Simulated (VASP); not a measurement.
**GaN in VASP 6.6.1, single-point calculation**

INCAR

```
LREAL = .FALSE.
PREC = Accurate
NSW = 0
LCHARG = .FALSE.
ISMEAR = 0
SIGMA = 0.01
METAGGA = R2SCAN
IBRION = -1
NBANDS = 16
ALGO = Normal
EDIFF = 1E-7
LASPH = .TRUE.
NELM = 79
LWAVE = .FALSE.
ISIF = 2
ENCUT = 800
```

KPOINTS

```
KPOINTS created by Atomic Simulation Environment
0
Gamma
10 10 10
0 0 0
```

POSCAR

```
Ga N
 1.0000000000000000
     0.0000000000000000    2.2714420665000001    2.2714420665000001
     2.2714420665000001    0.0000000000000000    2.2714420665000001
     2.2714420665000001    2.2714420665000001    0.0000000000000000
 Ga  N
   1   1
Cartesian
  0.0000000000000000  0.0000000000000000  0.0000000000000000
  1.1357210332499998  1.1357210332499998  1.1357210332499998
```

The recommended PBE PAW datasets give the neutral cell 18 valence electrons.

Command

```
mpirun -np 1 vasp_std
```

Task: How does this run end, and what does it give?

Result: It converged. Results: gap between bands v and c on the k mesh 1.96 eV; least direct gap on the k mesh 1.96 eV; pressure -4.4 GPa. Band v is the last that the valence electrons fill when counted band by band, and c is the next.

OSZICAR

```
N       E                     dE             d eps       ncg     rms          rms(c)
DAV:   1     0.920028988076E+02    0.92003E+02   -0.12062E+04  1648   0.264E+03
DAV:   2    -0.182789534196E+02   -0.11028E+03   -0.10075E+03  1688   0.413E+02
DAV:   3    -0.266597422112E+02   -0.83808E+01   -0.83300E+01  1768   0.948E+01
DAV:   4    -0.267787771328E+02   -0.11903E+00   -0.11900E+00  1944   0.126E+01
DAV:   5    -0.267802689184E+02   -0.14918E-02   -0.14918E-02  1792   0.124E+00    0.708E+00
DAV:   6    -0.217988906478E+02    0.49814E+01   -0.35294E+00  2328   0.408E+01    0.244E+00
DAV:   7    -0.218792809022E+02   -0.80390E-01   -0.43232E-01  1592   0.725E+00    0.168E+00
DAV:   8    -0.218912842192E+02   -0.12003E-01   -0.37580E-02  1896   0.501E+00    0.225E-01
DAV:   9    -0.218900616975E+02    0.12225E-02   -0.13296E-02  2264   0.294E+00    0.153E-01
DAV:  10    -0.218901901616E+02   -0.12846E-03   -0.93912E-04  1744   0.296E-01    0.177E-01
DAV:  11    -0.218902187834E+02   -0.28622E-04   -0.89038E-05  1904   0.269E-01    0.801E-02
DAV:  12    -0.218901994810E+02    0.19302E-04   -0.76979E-05  2000   0.144E-01    0.322E-02
DAV:  13    -0.218901913725E+02    0.81084E-05   -0.22165E-05  2336   0.892E-02    0.135E-02
DAV:  14    -0.218901901282E+02    0.12443E-05   -0.43828E-06  1912   0.227E-02    0.669E-03
DAV:  15    -0.218901902338E+02   -0.10556E-06   -0.40136E-07  2048   0.114E-02    0.384E-03
DAV:  16    -0.218901902046E+02    0.29208E-07   -0.24390E-07  1536   0.648E-03
   1 F= -.21890190E+02 E0= -.21890190E+02  d E =-.563002E-31
```

For comparison, a separate r²SCAN run of the intended cell, on usual settings and not on those above, gives a gap of 1.96 eV on its mesh and a pressure of -4.5 GPa.
